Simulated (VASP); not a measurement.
Input of a VASP 6.6.1 run:

File INCAR:

```
SYSTEM = P
PREC = Accurate
ENCUT = 500
EDIFF = 1E-6
ISMEAR = 0
SIGMA = 0.1
LREAL = .False.
LASPH = .True.
NELM = 100
ALGO = Fast
ISIF = 2
LWAVE = .False.
LCHARG = .False.
GGA = RP
NBANDS = 12
```

KPOINTS

```
regular mesh
0
Gamma
  11 11 11
  0 0 0
```

The input POSCAR:

```
P
1.0
   -1.6915100431      2.5151650373      1.8589441358
    1.6915100431     -2.5151650373      1.8589441358
    1.6915100431      2.5151650373     -1.8589441358
P
2
Direct
    0.6966908900      0.9466908900      0.7500000000
    0.3033091100      0.0533091100      0.2500000000
```

Potentials or basis: VASP PAW PBE potentials, release 64 (P).

Run with:

```bash
$ cat potpaw_PBE.64/P/POTCAR > POTCAR
$ mpirun -np 1 vasp_std > vasp.out
```

Problem. Predict the pressure.

Solution. 3.8 GPa.

Problem. Predict the band gap on the k mesh.

Solution. None (metal or under the smearing width).

Problem. What does it give for the largest force?

Solution. 0.339 eV/Å.

Forces on the atoms (eV/Å):
```
P    0.000  0.000  0.339
P    0.000  0.000 -0.339
```

Caveat: the PAW data sets were made with another functional, which shifts forces and pressure a little.
